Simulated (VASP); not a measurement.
Al:

```
Al
1.0
     0.00000    2.02481    2.02481
     2.02481    0.00000    2.02481
     2.02481    2.02481    0.00000
Al
1
Direct
  0.00000 0.00000 0.00000
```

| Item | Value |
| --- | --- |
| Program | VASP 6.6.1 |
| Task | relaxation of cell and atoms |
| Functional | PBE |
| Dispersion | D3(BJ) |
| Potentials or basis | VASP PAW PBE potentials, release 64 (Al) |
| Cutoff | 600 eV |
| k mesh | 10 × 10 × 10 |
| Occupations | fermi-dirac, width 0.05 eV |
| Spin | no spin polarisation |

At the start: pressure -3.9 GPa; volume 16.60 Å³/atom.

How do energy, volume and symmetry change on relaxing?

Over 3 steps the energy falls by 11.5 meV/atom and the volume is 15.72 Å³/atom (-5.3 %); space group Fm-3m (No. 225, to 0.05 Å).

The path:
```
step  energy change (eV)  largest force (eV/Å)  pressure (GPa)  volume (Å³)
   1              0.0000                0.0000           -3.92        16.60
   2             -0.0114                0.0000            0.40        15.65
   3             -0.0115                0.0000            0.01        15.72
```

Final structure:
```
CELL_PARAMETERS angstrom
0.00000 1.98823 1.98823
1.98823 0.00000 1.98823
1.98823 1.98823 0.00000
ATOMIC_POSITIONS crystal
Al 0.00000 0.00000 0.00000
```

The cell as given is a measured one (16.60 Å³/atom); PBE+D3(BJ) puts the equilibrium volume -5.3 % from it, thermal expansion not counted.

Caveat: pairwise dispersion overbinds metals, which lowers pressure and volume.
